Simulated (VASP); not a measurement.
Crystal: Zr.

```xyz
2
Lattice="3.2320 0.0000 0.0000 -1.6160 2.7990 0.0000 0.0000 0.0000 5.1470" Properties=species:S:1:pos:R:3 pbc="T T T"
Zr    1.6160    0.9330    3.8603
Zr    0.0000    1.8660    1.2868
```

Base run:

| Quantity | Value |
| --- | --- |
| Program | VASP 6.6.1 |
| Functional | PBE |
| Potentials or basis | VASP PAW PBE potentials, release 64 (Zr_sv) |
| Cutoff | 520 eV |
| k mesh | 9 × 9 × 5 |
| Occupations | fermi-dirac, width 0.05 eV |
| Spin | no spin polarisation |

Its results: band gap on the k mesh none (metal or under the smearing width); pressure 0.5 GPa.

The run is repeated on the same cell with these changes: functional from PBE to PBEsol. What comes out?

Band gap on the k mesh none (metal or under the smearing width); pressure -3.2 GPa.

PBEsol binds more tightly than PBE, so the same cell stands under less pressure.

Caveats: the PAW data sets were made with another functional, which shifts forces and pressure a little (some runs).

Not every run made on this cell is shown here.
